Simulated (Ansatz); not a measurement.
Crystal: Tl, fcc type, 1 atom in the cell.

Method: PBE, plane waves, PAW datasets (generated soft set 1) in Ansatz 0.2.0 development build.

Cutoff 420 eV; k-mesh 38×38×38 Γ-centred; Fermi–Dirac smearing of 0.0612 eV; no spin polarisation; no spin–orbit coupling.

Task: What equilibrium volume, lattice constant and bulk modulus does this give?

Result: V₀ = 31.117 Å³/atom (a₀ = 4.993 Å), B₀ = 26.9 GPa, B₀′ = 5.51. The points behind the fit:

```tsv
V (Å³/atom)	a (Å)	E − E(min) (meV/atom)	P (GPa)
29.326	4.8952	9.82	1.88
29.950	4.9297	3.98	1.14
30.574	4.9637	0.81	0.50
31.198	4.9972	0.00	-0.07
31.822	5.0303	1.26	-0.57
32.446	5.0630	4.33	-1.00
33.070	5.0952	9.00	-1.38
```

The published all-electron PBE values for this crystal (mean of FLEUR and WIEN2k, k-spacing 0.06 Å⁻¹; Bosoni et al., Nat. Rev. Phys. 6, 45 (2024)) are V₀ = 31.140 Å³/atom, B₀ = 26.9 GPa, B₀′ = 5.55.

The stress includes the program's correction for the finite plane-wave basis.

This cubic structure is a model: it isn't the usual form of the substance at ambient conditions, and such phases are metastable or hypothetical. Spin–orbit coupling is left out, which matters for 6p elements such as Tl, Pb and Bi.
